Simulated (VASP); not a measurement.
Hf8Si15 (a cell with a defect), 23 atoms in the cell. The cell holds a defect, 23 atoms: a = 7.450 Å, b = 7.621 Å, c = 7.387 Å, α = 90.00°, β = 90.00°, γ = 75.85°. 

| Item | Value |
| --- | --- |
| Program | VASP 6.6.1 |
| Task | single point |
| Functional | PBE |
| Potentials or basis | VASP PAW PBE potentials, release 64 (Si, Hf_pv) |
| Cutoff | 520 eV |
| k mesh | 2 × 2 × 2 |
| Occupations | methfessel-paxton, width 0.15 eV |
| Spin | no spin polarisation |
| Dipole correction | no |
| Further INCAR settings | LREAL = Auto; ALGO = Fast; EDIFF = 1e-07; NBANDS = 87 |

Potentials or basis: VASP PAW PBE potentials, release 64 (Si, Hf_pv).

The run is started by

```bash
$ cat potpaw_PBE.64/Si/POTCAR potpaw_PBE.64/Hf_pv/POTCAR > POTCAR
$ mpirun -np 1 vasp_std > vasp.out
```

Hardware: 1 thread of AMD EPYC 7R43 64-Core Processor (Zen 3) (shared host).

**Question.** How long does it take, and how much memory?

**Answer.** Wall time 16 min on 1 thread of AMD EPYC 7R43 64-Core Processor (Zen 3), with other jobs on the host, peak memory 0.49 GiB. Counts: scf iterations 19, k points 8.
